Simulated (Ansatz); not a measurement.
# Si12O23: the cost of one run

All numbers below are computed with Ansatz 0.2.0 (DFT PBE+D3(BJ), plane waves, PAW, scalar-relativistic, no spin polarisation).

The COD cell was measured well above room temperature, so it is larger than a cold one.

**1. Starting point**

The cell holds 35 atoms (O23Si12): a = 7.399 Å, b = 7.399 Å, c = 9.994 Å, α = 70.26°, β = 70.26°, γ = 71.59°.

The coordinates stand in the first input below.

**2. End point A**

input.yaml reads:

```yaml
crystal:
  lattice:
    - [-2.4986, 4.327702, 5.4571]
    - [4.9972, 0.0, 5.4571]
    - [4.9972, 8.655404, 0.0]
  atoms:
    - { symbol: Si, position: [0.7517352, 0.2465021, 0.117872] }
    - { symbol: Si, position: [0.1675505, 0.1681563, 0.1644164] }
    - { symbol: Si, position: [0.5839106, 0.0840043, 0.9586203] }
    - { symbol: O, position: [0.980088, 0.1956238, 0.111963] }
    - { symbol: O, position: [0.3483013, 0.1486555, 0.0304484] }
    - { symbol: O, position: [0.1880354, 0.9754119, 0.3061291] }
    - { symbol: O, position: [0.1457118, 0.3547461, 0.2179533] }
    - { symbol: O, position: [0.7047503, 0.1211261, 0.0422692] }
    - { symbol: Si, position: [0.7534661, 0.2512072, 0.6217028] }
    - { symbol: Si, position: [0.1602599, 0.1733526, 0.6677875] }
    - { symbol: Si, position: [0.5870759, 0.0795787, 0.4584621] }
    - { symbol: O, position: [0.9690716, 0.1825272, 0.6162961] }
    - { symbol: O, position: [0.353907, 0.140671, 0.534474] }
    - { symbol: O, position: [0.1247941, 0.7073169, 0.5351761] }
    - { symbol: O, position: [0.1902067, 0.9873116, 0.804456] }
    - { symbol: O, position: [0.1501166, 0.3516728, 0.7210792] }
    - { symbol: O, position: [0.7129905, 0.1243306, 0.5406624] }
    - { symbol: Si, position: [0.2508609, 0.741541, 0.3780588] }
    - { symbol: Si, position: [0.6654606, 0.6697456, 0.420276] }
    - { symbol: Si, position: [0.0863014, 0.573631, 0.2039022] }
    - { symbol: O, position: [0.4796116, 0.6855952, 0.3639783] }
    - { symbol: O, position: [0.851356, 0.6507105, 0.2842632] }
    - { symbol: O, position: [0.6266287, 0.2002843, 0.3005773] }
    - { symbol: O, position: [0.6883545, 0.4810349, 0.5527028] }
    - { symbol: O, position: [0.6514698, 0.8509764, 0.4683824] }
    - { symbol: O, position: [0.2105111, 0.6275642, 0.2870757] }
    - { symbol: Si, position: [0.2491816, 0.7464828, 0.8753454] }
    - { symbol: Si, position: [0.6686834, 0.6716757, 0.9132235] }
    - { symbol: Si, position: [0.0803922, 0.588533, 0.7023038] }
    - { symbol: O, position: [0.4765453, 0.6920033, 0.8664778] }
    - { symbol: O, position: [0.8510233, 0.6534082, 0.7817312] }
    - { symbol: O, position: [0.6243958, 0.2158766, 0.7942002] }
    - { symbol: O, position: [0.6879112, 0.4848839, 0.0504403] }
    - { symbol: O, position: [0.6508673, 0.849889, 0.9724609] }
    - { symbol: O, position: [0.2089656, 0.6224152, 0.7872976] }
total_charge: -2
basis:
  ecutwfc: 420.0
kpoints:
  mp_grid: { grid: [2, 2, 2] }
hamiltonian:
  xc: pbe
  dispersion: d3bj
  pseudopotentials: { kind: paw, azcp: { folder: soft_1 } }
scf:
  occupations: { method: gaussian, width: 0.02 }
  lower_state_search: "off"
relax:
  f_tol: 0.03
  max_steps: 60
  adjacent_minimum: "off"
```

Started as:

```
> ansatz run input.yaml --threads 4 --pin off --max-ram 10240MiB --backend cpu --events-out ev --progress --plain --runs-dir out
```

Q: Estimate wall time and peak memory on 4 threads of AMD EPYC 9R45 (Zen 5), shared host.

About 76 s, with a peak of 1.6 GiB.
